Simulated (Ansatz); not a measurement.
# Ti: the cost of one run

Program: Ansatz 0.2.0. Level of theory: DFT PBEsol, scalar-relativistic, plane waves, PAW. These are calculated values, not measurements.

This is Ti in the fcc structure; at room conditions it is hcp.

1 further run of the same task is left out (set aside as unsound or not needed).

**1. The starting structure**

Symmetry: Fm-3m, No. 225, cubic system. Conventional cell: a = 4.056 Å, b = 4.056 Å, c = 4.056 Å, α = 90.00°, β = 90.00°, γ = 90.00°. Ti (site symmetry m-3m) is surrounded by 12 Ti at 2.87 Å.

Structure file:

```cif
data_structure
_symmetry_space_group_name_H-M 'P 1'
_symmetry_Int_Tables_number 1
_cell_length_a 2.8679
_cell_length_b 2.8679
_cell_length_c 2.8679
_cell_angle_alpha 60.000
_cell_angle_beta 60.000
_cell_angle_gamma 60.000
_cell_volume 16.68
loop_
_atom_site_label
_atom_site_type_symbol
_atom_site_fract_x
_atom_site_fract_y
_atom_site_fract_z
_atom_site_occupancy
Ti1 Ti 0.00000 0.00000 0.00000 1
```

It is the result of an earlier relaxation at this level (volume 16.68 Å³/atom; gap on the mesh: none (metal)).

**2. Static run: bands, density of states and charges**

input.yaml

```yaml
crystal:
  lattice:
    - [0.0, 2.0279211513, 2.0279211513]
    - [2.0279211513, 0.0, 2.0279211513]
    - [2.0279211513, 2.0279211513, 0.0]
  atoms:
    - { symbol: Ti, position: [0.0, 0.0, 0.0] }
basis:
  ecutwfc: 420
kpoints:
  mp_grid: { grid: [18, 18, 18] }
  band_path:
    path:
      - [[0.0, 0.0, 0.0], [0.5, 0.0, 0.5], [0.625, 0.25, 0.625]]
      - [[0.375, 0.375, 0.75], [0.0, 0.0, 0.0], [0.5, 0.5, 0.5], [0.5, 0.25, 0.75], [0.5, 0.0, 0.5]]
    npoints: 14
hamiltonian:
  xc: pbesol
scf:
  occupations: { method: gaussian, width: 0.1 }
  n_extra_bands: 6
output:
  forces: true
  stress: true
  eigenvalues: true
  populations: true
  dos: { projected: true, de: 0.02, nscf_kmesh: { grid: [27, 27, 27] } }
  bader: true
  write_density: true
  write_potential: true
  elf: true
  volumetric_format: npy
```

The run is started by

```sh
> ansatz run input.yaml --threads 1 --pin off --max-ram 2560MiB --backend cpu --events-out ev --progress --plain --runs-dir out
```

**Question.** How long does this run take on 1 thread of Arm Neoverse V2, shared host, and how much memory does it need?

About 7.3 s, with a peak of 0.32 GiB.
